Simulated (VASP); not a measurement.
# Zn under changes of volume

One of the cells (13.698 Å³/atom); the others are scaled copies at fixed shape and fractional positions:

```
CELL_PARAMETERS angstrom
2.56963 0.00000 0.00000
-1.28481 2.22536 0.00000
0.00000 0.00000 4.79074
ATOMIC_POSITIONS crystal
Zn 0.66667 0.33333 0.75000
Zn 0.33333 0.66667 0.25000
```

```yaml
Program: VASP 6.6.1
Functional: LDA
Potentials_or_basis: VASP PAW LDA potentials, release 64 (Zn)
Cutoff: 520 eV
k_mesh: 10 × 10 × 6
Occupations: fermi-dirac, width 0.05 eV
Spin: no spin polarisation
```

| volume (Å³/atom) | energy over the lowest point (meV/atom) | pressure (GPa) |
| --- | --- | --- |
| 13.150 | 8.03 | 4.8 |
| 13.424 | 1.99 | 2.3 |
| 13.698 | 0.00 | 0.1 |
| 13.972 | ? | ? |
| 14.245 | 6.40 | -3.7 |

Q: What does the run at 13.972 Å³/atom give?

A: Energy over the lowest point 1.60 meV/atom; pressure -1.9 GPa.

Worked out: A Birch-Murnaghan fit of order 2 (a polynomial in V^(-2/3)) to the other rows has its minimum at 13.71 Å³/atom with B0 = V·E''(V) = 105 GPa at fixed shape and positions, which overstates the stiffness. It gives 1.57 meV/atom at 13.972 Å³/atom, against the run's 1.60, and -dE/dV = -1.9 GPa, against -1.9.

Energies are extrapolated to zero smearing.
